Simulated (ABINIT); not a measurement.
# Ga (I4/mmm) in ABINIT: further runs

The runs below take Ga through relaxation of cell and atoms, with LDA, PBEsol, r2SCAN.

Everything below comes from runs of ABINIT 10.8.3 (patched build). Logs are shortened: lines on timing, memory, paths and dates and some standing lists are left out, and cuts for length are marked. The log counts tension as positive stress, the text compression.

## Step 1: The crystal as given

Symmetry: I4/mmm, No. 139, tetragonal system. The conventional cell has a = 2.769 Å, b = 2.769 Å, c = 4.622 Å, α = 90.00°, β = 90.00°, γ = 90.00°. Ga (site symmetry 4/mmm) has 12 Ga at 2.77 to 3.03 Å as nearest neighbours.

This isn't the form of Ga at room conditions, which is orthorhombic.

## Step 2: Relaxation of cell and atoms, LDA

run.abi reads:

```
# Pseudopotentials
pp_dirpath "./"
pseudos "Ga.LDA_PW-JTH.xml"

# Structure
acell 5.723991116 5.723991116 5.723991116
rprim
    -0.4570472550     0.4570472550     0.7630305455
     0.4570472550    -0.4570472550     0.7630305455
     0.4570472550     0.4570472550    -0.7630305455
ntypat 1
znucl 31
natom 1
typat 1
xred
     0.0000000000     0.0000000000     0.0000000000
chkprim 0
chksymtnons 0
tolsym 1.0e-6

# Plane-wave basis
ecut 462.593566 eV
pawecutdg 34.0

# k points
kptopt 1
ngkpt 13 13 13
nshiftk 1
shiftk 0.0 0.0 0.0

# Exchange and correlation
ixc 7

# Bands and occupations
nband 11
occopt 3
tsmear 0.05 eV

# SCF cycle
nstep 100
tolvrs 1.0e-9

# Output
iomode 3
prtwf 0
prtden 0
prteig 0
prtebands 0
enunit 1

# Relaxation
ionmov 2
ntime 60
tolmxf 0.0001
optcell 2
dilatmx 1.08
ecutsm 0.5
```

Potentials or basis: JTH PAW LDA v2.0.

Command:

```bash
> abinit run.abi > log 2>&1
```

run.abo:

```text
.Version 10.8.3 of ABINIT
 Symmetries : space group I4/m m m (#139); Bravais tI (body-center tetrag.)
================================================================================
 Values of the parameters that define the memory need of the present run
     intxc =       0    ionmov =       2      iscf =      17    lmnmax =      18
     lnmax =       6     mgfft =      24  mpssoang =       3    mqgrid =    3001
     natom =       1  nloc_mem =       2    nspden =       1   nspinor =       1
    nsppol =       1      nsym =      16    n1xccc =       1    ntypat =       1
    occopt =       3   xclevel =       1
       mpw =         517          nfft =       13824          nkpt =         196
 PAW method is used; the additional fine FFT grid is defined by:
   mgfftf=        36    nfftf =     46656
================================================================================
================================================================================

--------------------------------------------------------------------------------
------------- Echo of variables that govern the present computation ------------
--------------------------------------------------------------------------------
 -outvars: echo values of preprocessed input variables --------
            acell      5.7239911160E+00  5.7239911160E+00  5.7239911160E+00 Bohr
              amu      6.97230000E+01
          chkprim           0
      chksymtnons           0
          dilatmx      1.08000000E+00
             ecut      1.70000000E+01 Hartree
           ecutsm      5.00000000E-01 Hartree
           enunit           1
           ionmov           2
                       outvar_i_n : Printing only first  50 k-points.
              ixc           7
                       outvar_i_n : Printing only first  50 k-points.
         kptrlatt       13    0    0      0   13    0      0    0   13
          kptrlen      6.80194951E+01
            natom           1
            nband          11
            ngfft          24      24      24
          ngfftdg          36      36      36
             nkpt         196
            nstep         100
             nsym          16
            ntime          60
           ntypat           1
                       prtocc : prtvol=0, do not print more k-points.
           occopt           3
          optcell           2
        pawecutdg      3.40000000E+01 Hartree
           prtden           0
        prtebands           0
           prteig           0
            prtwf           0
            rprim     -4.5704725500E-01  4.5704725500E-01  7.6303054550E-01
                       4.5704725500E-01 -4.5704725500E-01  7.6303054550E-01
                       4.5704725500E-01  4.5704725500E-01 -7.6303054550E-01
          spgroup         139
           tolmxf      1.00000000E-04
           tolsym      1.00000000E-06
           tolvrs      1.00000000E-09
           tsmear      1.83746611E-03 Hartree
            typat      1
           useylm           1
                       outvars : Printing only first  50 k-points.
            znucl       31.00000

================================================================================

 chkinp: Checking input parameters for consistency.

================================================================================
== DATASET  1 ==================================================================

--- !DatasetInfo
iteration_state: {dtset: 1, }
dimensions: {natom: 1, nkpt: 196, mband: 11, nsppol: 1, nspinor: 1, nspden: 1, mpw: 517, }
cutoff_energies: {ecut:  17.0, pawecutdg:  34.0, }
electrons: {nelect:   1.30000000E+01, charge:   0.00000000E+00, occopt:   3.00000000E+00, tsmear:   1.83746611E-03, }
meta: {optdriver: 0, ionmov: 2, optcell: 2, iscf: 17, paral_kgb: 0, }
...

 Exchange-correlation functional for the present dataset will be:
  LDA: Perdew-Wang 92 LSD fit to Ceperley-Alder data - ixc=7
  J.P.Perdew and Y.Wang, PRB 45, 13244 (1992)

 Real(R)+Recip(G) space primitive vectors, cartesian coordinates (Bohr,Bohr^-1):
 R(1)= -2.6161344  2.6161344  4.3675801  G(1)=  0.0000000  0.1911217  0.1144799
 R(2)=  2.6161344 -2.6161344  4.3675801  G(2)=  0.1911217  0.0000000  0.1144799
 R(3)=  2.6161344  2.6161344 -4.3675801  G(3)=  0.1911217  0.1911217  0.0000000
 Unit cell volume ucvol=  1.1956966E+02 bohr^3
 Angles (23,13,12)=  1.25606528E+02  1.25606528E+02  8.05358051E+01 degrees

 Coarse grid specifications (used for wave-functions):

 getcut: wavevector=  0.0000  0.0000  0.0000  ngfft=  24  24  24
         ecut(hartree)=     19.829   => boxcut(ratio)=   2.09170

 Fine grid specifications (used for densities):

 getcut: wavevector=  0.0000  0.0000  0.0000  ngfft=  36  36  36
         ecut(hartree)=     39.658   => boxcut(ratio)=   2.22063

 getcut : COMMENT -
  Note that boxcut > 2.2 ; recall that boxcut=Gcut(box)/Gcut(sphere) = 2
  is sufficient for exact treatment of convolution.
  Such a large boxcut is a waste : you could raise ecut
  e.g. ecut=   48.890046 Hartrees makes boxcut=2

--- Pseudopotential description ------------------------------------------------
- pspini: atom type   1  psp file is ./Ga.LDA_PW-JTH.xml
 Pseudopotential format is: paw10
 basis_size (lnmax)=  6 (lmn_size= 18), orbitals=   0   0   1   1   2   2
 Spheres core radius: rc_sph= 2.10359248
 Shapefunction is BESSEL type: shapef(r,l)=aa(1,l)*jl(q(1,l)*r)+aa(2,l)*jl(q(2,l)*r)
 Radius for shape functions =  1.80829011
 Compensation charge density is not taken into account in XC energy/potential

   2.88305663E+02                                ecore*ucvol(ha*bohr**3)
--------------------------------------------------------------------------------

================================================================================

=== [ionmov= 2] Broyden-Fletcher-Goldfarb-Shanno method (forces)
================================================================================

--- Iteration: ( 1/60) Internal Cycle: (1/1)
--------------------------------------------------------------------------------

---SELF-CONSISTENT-FIELD CONVERGENCE--------------------------------------------

--- !BeginCycle
iteration_state: {dtset: 1, itime: 1, icycle: 1, }
solver: {iscf: 17, nstep: 100, nline: 4, wfoptalg: 10, }
tolerances: {tolvrs: 1.00E-09, }
...

     iter   Etot(hartree)      deltaE(h)  residm     nres2
 ETOT  1  -79.173608565556    -7.917E+01 1.266E+00 6.800E-01
 ETOT  2  -79.299459084653    -1.259E-01 9.862E-03 1.016E-02
 ETOT  3  -79.299386159174     7.293E-05 1.103E-03 4.379E-03
 ETOT  4  -79.299386347400    -1.882E-07 3.028E-04 4.484E-04
 ETOT  5  -79.299387174360    -8.270E-07 6.362E-04 4.517E-05
 ETOT  6  -79.299386937410     2.369E-07 1.995E-03 8.603E-07
 ETOT  7  -79.299386928674     8.736E-09 5.096E-04 4.089E-09
 ETOT  8  -79.299386929088    -4.137E-10 6.635E-04 9.449E-10

 At SCF step    8       nres2   =  9.45E-10 < tolvrs=  1.00E-09 =>converged.

 Cartesian components of stress tensor (hartree/bohr^3)
  sigma(1 1)=  8.40724038E-05  sigma(3 2)=  0.00000000E+00
  sigma(2 2)=  8.40724038E-05  sigma(3 1)=  0.00000000E+00
  sigma(3 3)=  7.07927848E-05  sigma(2 1)=  0.00000000E+00

--- !ResultsGS
iteration_state: {dtset: 1, itime: 1, icycle: 1, }
comment   : Summary of ground state results
lattice_vectors:
- [ -2.6161344,   2.6161344,   4.3675801, ]
- [  2.6161344,  -2.6161344,   4.3675801, ]
- [  2.6161344,   2.6161344,  -4.3675801, ]
lattice_lengths: [   5.72399,    5.72399,    5.72399, ]
lattice_angles: [125.607, 125.607,  80.536, ] # degrees, (23, 13, 12)
lattice_volume:   1.1956966E+02
convergence: {deltae: -4.137E-10, res2:  9.449E-10, residm:  6.635E-04, diffor: null, }
etotal    :  -7.92993869E+01
entropy   :   0.00000000E+00
fermie    :   2.25220743E-01
cartesian_stress_tensor: # hartree/bohr^3
- [  8.40724038E-05,   0.00000000E+00,   0.00000000E+00, ]
- [  0.00000000E+00,   8.40724038E-05,   0.00000000E+00, ]
- [  0.00000000E+00,   0.00000000E+00,   7.07927848E-05, ]
pressure_GPa:  -2.3433E+00
xred      :
- [  0.0000E+00,   0.0000E+00,   0.0000E+00, Ga]
cartesian_forces: # hartree/bohr
- [ -0.00000000E+00,  -0.00000000E+00,  -0.00000000E+00, ]
force_length_stats: {min:   0.00000000E+00, max:   0.00000000E+00, mean:   0.00000000E+00, }
...
[... 275 lines left out ...]
---OUTPUT-----------------------------------------------------------------------

 Cartesian coordinates (xcart) [bohr]
  0.00000000000000E+00  0.00000000000000E+00  0.00000000000000E+00
 Reduced coordinates (xred)
  0.00000000000000E+00  0.00000000000000E+00  0.00000000000000E+00
 Cartesian forces (fcart) [Ha/bohr]; max,rms= 0.00000E+00 0.00000E+00 (free atoms)
 -0.00000000000000E+00 -0.00000000000000E+00 -0.00000000000000E+00
 Gradient of E wrt nuclear positions in reduced coordinates (gred)
  0.00000000000000E+00  0.00000000000000E+00 -0.00000000000000E+00
 Scale of Primitive Cell (acell) [bohr]
  5.65504946726902E+00  5.65504946726902E+00  5.65504946726902E+00
 Real space primitive translations (rprimd) [bohr]
 -2.58132529785047E+00  2.58132529785047E+00  4.31892392739372E+00
  2.58132529785047E+00 -2.58132529785047E+00  4.31892392739372E+00
  2.58132529785047E+00  2.58132529785047E+00 -4.31892392739372E+00
 Unitary Cell Volume (ucvol) [Bohr^3]=  1.15112111747224E+02
 Angles (23,13,12)= [degrees]
  1.25681686991730E+02  1.25681686991730E+02  8.04119415100992E+01
 Lengths [Bohr]
  5.65504946726902E+00  5.65504946726902E+00  5.65504946726902E+00
 Stress tensor in cartesian coordinates (strten) [Ha/bohr^3]
  1.86889641495130E-07  0.00000000000000E+00  0.00000000000000E+00
  0.00000000000000E+00  1.86889641477783E-07  0.00000000000000E+00
  0.00000000000000E+00  0.00000000000000E+00  6.84990655506340E-07
 Total energy (etotal) [Ha]= -7.92995731676261E+01

 Difference of energy with previous step (new-old):
           Absolute (Ha)=-4.81784E-07
           Relative     =-6.07549E-09

 At Broyd/MD step   4, gradients are converged :
  max grad (force/stress) = 6.8499E-05 < tolmxf= 1.0000E-04 ha/bohr (free atoms)

================================================================================

 ----iterations are completed or convergence reached----

 Mean square residual over all n,k,spin=   28.314E-10; max=  46.237E-07
 reduced coordinates (array xred) for    1 atoms
       0.000000000000      0.000000000000      0.000000000000
 rms dE/dt=  0.0000E+00; max dE/dt=  0.0000E+00; dE/dt below (all hartree)
    1       0.000000000000      0.000000000000      0.000000000000

 cartesian coordinates (angstrom) at end:
    1      0.00000000000000     0.00000000000000     0.00000000000000

 cartesian forces (hartree/bohr) at end:
    1     -0.00000000000000    -0.00000000000000    -0.00000000000000
 frms,max,avg= 0.0000000E+00 0.0000000E+00   0.000E+00  0.000E+00  0.000E+00 h/b

 cartesian forces (eV/Angstrom) at end:
    1     -0.00000000000000    -0.00000000000000    -0.00000000000000
 frms,max,avg= 0.0000000E+00 0.0000000E+00   0.000E+00  0.000E+00  0.000E+00 e/A
 length scales=  5.655049467269  5.655049467269  5.655049467269 bohr
              =  2.992523302578  2.992523302578  2.992523302578 angstroms
 Fermi (or HOMO) energy (eV) =   6.53501   Average Vxc (eV)= -10.43352
 Eigenvalues (   eV  ) for nkpt= 196  k points:
 kpt#   1, nband= 11, wtk=  0.00046, kpt=  0.0000  0.0000  0.0000 (reduced coord)
  -8.61942   -8.44470   -8.40304   -8.40304   -8.22346   -5.25479   19.53234   19.88917
  19.88917   23.22693   23.61327
 prteigrs : prtvol=0 or 1, do not print more k-points.

--- !EnergyTerms
iteration_state     : {dtset: 1, itime: 4, icycle: 1, }
comment             : Components of total free energy in Hartree
kinetic             :  4.96973587579535E+00
hartree             :  2.03778585088411E+01
xc                  : -1.63657002404748E+00
Ewald energy        : -5.01225405688993E+01
psp_core            :  2.50456410109567E+00
local_psp           : -5.55758192074009E+01
PAW spherical_terms :  1.83296132747933E-01
internal            : -7.92994751818677E+01
'-kT*entropy'       : -9.85133582017965E-05
total_energy        : -7.92995736952259E+01
total_energy_eV     : -2.15785132896243E+03
...

--- !EnergyTermsDC
iteration_state     : {dtset: 1, itime: 4, icycle: 1, }
comment             : '"Double-counting" decomposition of free energy'
band_energy         : -2.87723543442330E+00
Ewald energy        : -5.01225405688993E+01
psp_core            :  2.50456410109567E+00
xc_dc               : -1.99370002052555E+01
PAW spherical_terms : -8.86726254678547E+00
internal            : -7.92994746542679E+01
'-kT*entropy'       : -9.85133582017965E-05
total_energy_dc     : -7.92995731676261E+01
total_energy_dc_eV  : -2.15785131460570E+03
...

--- !EnergyTermsWithPAWCore
iteration_state     : {dtset: 1, itime: 4, icycle: 1, }
comment             : 'Components of total free energy, including PAW core contributions'
Total energy        : -1.94125174799190E+03
Total energy DC     : -1.94125174746430E+03
Total energy (eV)   : -5.28241511152933E+04
Total energy DC (eV): -5.28241511009366E+04
...

 Cartesian components of stress tensor (hartree/bohr^3)
  sigma(1 1)=  1.86889641E-07  sigma(3 2)=  0.00000000E+00
  sigma(2 2)=  1.86889641E-07  sigma(3 1)=  0.00000000E+00
  sigma(3 3)=  6.84990656E-07  sigma(2 1)=  0.00000000E+00

-Cartesian components of stress tensor (GPa)         [Pressure= -1.0383E-02 GPa]
- sigma(1 1)=  5.49848309E-03  sigma(3 2)=  0.00000000E+00
- sigma(2 2)=  5.49848309E-03  sigma(3 1)=  0.00000000E+00
- sigma(3 3)=  2.01531209E-02  sigma(2 1)=  0.00000000E+00

== END DATASET(S) ==============================================================
================================================================================

 -outvars: echo values of variables after computation  --------
            acell      5.6550494673E+00  5.6550494673E+00  5.6550494673E+00 Bohr
           etotal     -7.9299573168E+01
            fcart     -0.0000000000E+00 -0.0000000000E+00 -0.0000000000E+00
            rprim     -4.5646378742E-01  4.5646378742E-01  7.6372876177E-01
                       4.5646378742E-01 -4.5646378742E-01  7.6372876177E-01
                       4.5646378742E-01  4.5646378742E-01 -7.6372876177E-01
           strten      1.8688964150E-07  1.8688964148E-07  6.8499065551E-07
                       0.0000000000E+00  0.0000000000E+00  0.0000000000E+00
 Calculation completed.
```

Wall time 54 s (1 thread of Intel Xeon 6975P-C (Granite Rapids), shared host); peak memory 0.12 GiB.

Results:

```yaml
Free_energy: -2157.8513 eV
Relaxed_volume: 17.06 Å³/atom
Relaxed_cell: a = 2.993 Å, b = 2.993 Å, c = 2.993 Å, α = 125.68°, β = 125.68°, γ = 80.41°
Space_group_after_relaxing_to_0.05_Å: I4/mmm (No. 139)
Energy_gained_by_relaxing: 5.1 meV/atom
Ionic_steps: 4
Pressure_after_relaxing: 0.0 GPa
Band_gap_on_the_k_mesh: none (metal or under the smearing width)
Valence_electrons_inside_the_program's_atomic_spheres: Ga 11.04 (radii [1.1132] Å)
```

Step by step:
| step | energy change (eV) | largest force (eV/Å) | pressure (GPa) | volume (Å³) |
| --- | --- | --- | --- | --- |
| 1 | 0.0000 | 0.0000 | -2.34 | 17.72 |
| 2 | -0.0017 | 0.0000 | -1.93 | 17.59 |
| 3 | -0.0051 | 0.0000 | 0.13 | 17.02 |
| 4 | -0.0051 | 0.0000 | -0.01 | 17.06 |

Final structure:
```xyz
1
Lattice="-1.3660 1.3660 2.2855 1.3660 -1.3660 2.2855 1.3660 1.3660 -2.2855" Properties=species:S:1:pos:R:3 pbc="T T T"
Ga    0.0000    0.0000    0.0000
```

## Step 3: Relaxation of cell and atoms, PBEsol

run.abi, as its differences from that of step 2:

```diff
@@ -2,3 +2,3 @@
 pp_dirpath "./"
-pseudos "Ga.LDA_PW-JTH.xml"
+pseudos "Ga.GGA_PBE-JTH.xml"
 
@@ -23,2 +23,3 @@
 pawecutdg 34.0
+pawxcdev 0
 
@@ -31,3 +32,3 @@
 # Exchange and correlation
-ixc 7
+ixc -116133
```

Potentials or basis: JTH PAW PBE v2.0.

Command:

```bash
> abinit run.abi > log 2>&1
```

Run time: 86 s. Hardware: 1 thread of Intel Xeon 6975P-C (Granite Rapids), shared host; peak memory 0.13 GiB.

The run converged. Its results:

| Quantity | Value |
| --- | --- |
| Free energy | -2151.3194 eV |
| Relaxed volume | 17.64 Å³/atom |
| Relaxed cell | a = 3.020 Å, b = 3.020 Å, c = 3.020 Å, α = 125.42°, β = 125.42°, γ = 80.84° |
| Space group after relaxing (to 0.05 Å) | I4/mmm (No. 139) |
| Energy gained by relaxing | 0.1 meV/atom |
| Ionic steps | 7 |
| Pressure after relaxing | 0.0 GPa |
| Band gap on the k mesh | none (metal or under the smearing width) |
| Valence electrons inside the program's atomic spheres | Ga 11.01 (radii [1.1132] Å) |

Final structure:
```yaml
crystal:
  lattice:
    - [-1.38486, 1.38486, 2.29948]
    - [1.38486, -1.38486, 2.29948]
    - [1.38486, 1.38486, -2.29948]
  atoms:
    - { symbol: Ga, position: [0.00000, 0.00000, 0.00000] }
```

Levels at points of the mesh, in eV from the Fermi level:
| k point | band 2 | band 3 | band 4 | band 5 | band 6 | band 7 | band 8 | band 9 | band 10 | band 11 |
| --- | --- | --- | --- | --- | --- | --- | --- | --- | --- | --- |
| (0.00, 0.00, 0.00) | -14.80 | -14.77 | -14.77 | -14.61 | -11.52 | 12.84 | 13.10 | 13.10 | 16.32 | 16.71 |

Caveat: the PAW data sets were made with another functional, which shifts forces and pressure a little.

[end of part 1 of 2]
